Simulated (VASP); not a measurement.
Crystal: Sb2Se3.

```
Sb Se
1.0
     6.76940    0.00000    0.00000
     0.00000    4.04100    0.00000
    -0.86503    0.00000   10.97520
Sb Se
4 6
Direct
  0.25922 0.25000 0.04786
  0.08942 0.75000 0.34806
  0.74078 0.75000 0.95214
  0.91058 0.25000 0.65194
  0.91320 0.25000 0.13885
  0.41253 0.75000 0.20594
  0.25985 0.25000 0.48313
  0.08680 0.75000 0.86115
  0.58747 0.25000 0.79406
  0.74015 0.75000 0.51687
```

The cell was built by a generator and needn't be a form met in nature.

| Property | Result |
| --- | --- |
| Program | VASP 6.6.1 |
| Task | relaxation of cell and atoms |
| Functional | PBE |
| Potentials or basis | VASP PAW PBE potentials, release 64 (Sb, Se) |
| Cutoff | 520 eV |
| k mesh | 6 × 8 × 4 |
| Occupations | gaussian, width 0.1 eV |
| Spin | no spin polarisation |

At the start: pressure 0.1 GPa; volume 30.02 Å³/atom.

Task: Where does the relaxation end?

Result: Over 79 steps the energy falls by 16.8 meV/atom and the volume is 31.07 Å³/atom (+3.5 %); space group P2_1/m (No. 11, to 0.05 Å).

Step by step:
| step | energy change (eV) | largest force (eV/Å) | pressure (GPa) | volume (Å³) |
| --- | --- | --- | --- | --- |
| 1 | 0.0000 | 0.0744 | 0.10 | 300.23 |
| 3 | -0.0032 | 0.0769 | -0.03 | 301.01 |
| 5 | -0.0105 | 0.0624 | 0.07 | 301.24 |
| 7 | -0.0127 | 0.0965 | 0.17 | 301.42 |
| 9 | -0.0187 | 0.1186 | -0.11 | 303.92 |
| 11 | -0.0204 | 0.1662 | -0.36 | 306.16 |
| 13 | -0.0255 | 0.1492 | -0.33 | 306.85 |
| 15 | -0.0437 | 0.1500 | -0.16 | 309.94 |
| 17 | -0.0514 | 0.2062 | 0.08 | 313.11 |
| 19 | -0.0648 | 0.1378 | -0.11 | 318.67 |
| 21 | -0.0767 | 0.1707 | 0.37 | 318.21 |
| 23 | -0.0896 | 0.1352 | 0.05 | 321.46 |
| 25 | -0.0933 | 0.1491 | -0.21 | 324.10 |
| 27 | -0.1105 | 0.1397 | -0.03 | 325.24 |
| 29 | -0.1138 | 0.1849 | 0.11 | 325.92 |
| 31 | -0.1293 | 0.1062 | -0.47 | 329.75 |
| 33 | -0.1407 | 0.1395 | 0.03 | 326.38 |
| 35 | -0.1488 | 0.0669 | -0.13 | 325.43 |
| 37 | -0.1506 | 0.0636 | 0.08 | 323.40 |
| 39 | -0.1535 | 0.0478 | -0.01 | 321.69 |
| 41 | -0.1552 | 0.0582 | 0.02 | 320.73 |
| 43 | -0.1565 | 0.0486 | -0.01 | 320.35 |
| 45 | -0.1567 | 0.0567 | -0.03 | 320.11 |
| 47 | -0.1583 | 0.0397 | -0.03 | 319.18 |
| 49 | -0.1598 | 0.0559 | 0.01 | 317.14 |
| 51 | -0.1623 | 0.0384 | 0.01 | 315.20 |
| 53 | -0.1627 | 0.0433 | -0.08 | 315.20 |
| 55 | -0.1647 | 0.0534 | 0.00 | 312.67 |
| 57 | -0.1655 | 0.0394 | -0.01 | 312.11 |
| 59 | -0.1659 | 0.0286 | 0.00 | 311.70 |
| 61 | -0.1664 | 0.0150 | 0.03 | 311.39 |
| 63 | -0.1665 | 0.0178 | -0.03 | 311.69 |
| 65 | -0.1668 | 0.0169 | 0.00 | 311.34 |
| 67 | -0.1671 | 0.0222 | 0.02 | 310.84 |
| 69 | -0.1673 | 0.0178 | -0.03 | 311.11 |
| 71 | -0.1676 | 0.0149 | -0.01 | 310.97 |
| 73 | -0.1677 | 0.0194 | 0.00 | 310.91 |
| 75 | -0.1679 | 0.0221 | 0.02 | 310.72 |
| 77 | -0.1680 | 0.0182 | -0.01 | 310.79 |
| 79 | -0.1682 | 0.0093 | 0.00 | 310.71 |

Final structure:
```yaml
crystal:
  lattice:
    - [7.44092, 0.00000, 0.40737]
    - [0.00000, 4.06451, 0.00000]
    - [-0.29866, 0.00000, 10.25727]
  atoms:
    - { symbol: Sb, position: [0.24462, 0.25000, 0.01863] }
    - { symbol: Sb, position: [0.08495, 0.75000, 0.34907] }
    - { symbol: Sb, position: [0.75538, 0.75000, 0.98137] }
    - { symbol: Sb, position: [0.91505, 0.25000, 0.65093] }
    - { symbol: Se, position: [0.93214, 0.25000, 0.16479] }
    - { symbol: Se, position: [0.40173, 0.75000, 0.16323] }
    - { symbol: Se, position: [0.23343, 0.25000, 0.49993] }
    - { symbol: Se, position: [0.06787, 0.75000, 0.83521] }
    - { symbol: Se, position: [0.59827, 0.25000, 0.83677] }
    - { symbol: Se, position: [0.76657, 0.75000, 0.50007] }
```
